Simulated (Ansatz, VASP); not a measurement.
Given: the input of a run of VASP 6.6.1 on ZnSe (Stilleite).

Contents of INCAR:

```
  PREC = Accurate
  ENCUT = 520
  EDIFF = 1E-6
  ISMEAR = 0
  SIGMA = 0.05
  LREAL = False
  LASPH = True
  NELM = 60
  ALGO = Fast
  ISIF = 2
  LWAVE = False
  LCHARG = True
  GGA = PE
  LELF = True
  LVHAR = True
  NBANDS = 16
```

The input KPOINTS:

```
Automatic mesh
0
Gamma
  8 8 8
```

POSCAR

```
ZnSe
4.0076
    0.000000000000      0.707106497654      0.707106497654
    0.707106497654      0.000000000000      0.707106497654
    0.707106497654      0.707106497654      0.000000000000
Se Zn
1 1
Direct
    0.7500000000      0.7500000000      0.7500000000
    0.0000000000      0.0000000000      0.0000000000
```

Potentials or basis: VASP PAW PBE potentials, release 54 (Se, Zn).

Run with:

```bash
$ cat potpaw_PBE.54/Se/POTCAR potpaw_PBE.54/Zn/POTCAR > POTCAR
$ mpirun -np 1 vasp_std > vasp.out
```

Set up the same calculation for Ansatz 0.2.0. Potentials there: Ansatz PAW.

As run (the cutoff follows the program's own potentials):

input.yaml

```yaml
crystal:
  lattice:
    - [0.0, 2.8338, 2.8338]
    - [2.8338, 0.0, 2.8338]
    - [2.8338, 2.8338, 0.0]
  atoms:
    - { symbol: Se, position: [0.75, 0.75, 0.75] }
    - { symbol: Zn, position: [0.0, 0.0, 0.0] }
hamiltonian:
  xc: pbe
  pseudopotentials: { kind: paw }
kpoints:
  mp_grid: { grid: [8, 8, 8] }
scf:
  occupations: { method: gaussian, width: 0.05 }
output:
  forces: true
  stress: true
  eigenvalues: true
```

Potentials or basis: Ansatz PAW.

Run with:

```console
$ ansatz run input.yaml --threads 2 --pin off --max-ram 5632MiB --backend cpu --events-out ev --progress --plain --runs-dir out
```

Both were run:

|  | VASP | Ansatz | Ansatz less VASP |
| --- | --- | --- | --- |
| gap on the k mesh at the Fermi level (eV) | 1.29 | 1.29 | -0.002 |
| least direct gap on the mesh (eV) | 1.29 | 1.29 | -0.002 |
| pressure (GPa) | 2.5 | 2.1 | -0.36 |

The two sets of potentials don't hold the same shells in valence.

PBE gaps usually lie below the measured ones, often by a third to a half.
